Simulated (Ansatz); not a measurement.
Cell and atoms are relaxed with the symmetry kept. Start:

```yaml
crystal:
  lattice:
    - [3.72400, 0.00000, 0.00000]
    - [-1.86200, 3.22508, 0.00000]
    - [0.00000, 0.00000, 5.06200]
  atoms:
    - { symbol: Pt, position: [0.00000, 0.00000, 0.00000] }
    - { symbol: Se, position: [0.33333, 0.66667, 0.25000] }
    - { symbol: Se, position: [0.66667, 0.33333, 0.75000] }
```

Level of theory: DFT PBEsol, scalar-relativistic, plane waves, PAW in Ansatz.

Settings: cutoff 420 eV, Γ-centred mesh 12×12×8 on the computed 3-atom cell, Gaussian smearing of 0.10 eV; no spin polarisation.

**Question.** What does it relax to?

**Answer.** The volume falls by 0.41 Å³/atom to 19.86 Å³/atom, and the energy falls by 6.3 meV/atom. Final structure:
```cif
data_structure
_symmetry_space_group_name_H-M 'P-3m1'
_symmetry_Int_Tables_number 164
_cell_length_a 3.7607
_cell_length_b 3.7607
_cell_length_c 4.8633
_cell_angle_alpha 90.000
_cell_angle_beta 90.000
_cell_angle_gamma 120.000
_cell_volume 59.57
loop_
_atom_site_label
_atom_site_type_symbol
_atom_site_symmetry_multiplicity
_atom_site_Wyckoff_symbol
_atom_site_fract_x
_atom_site_fract_y
_atom_site_fract_z
_atom_site_occupancy
Pt1 Pt 1 a 0.00000 0.00000 0.00000 1
Se1 Se 2 d 0.33333 0.66667 0.26068 1
```

Spin–orbit coupling is left out, which can shift energies with elements as heavy as these.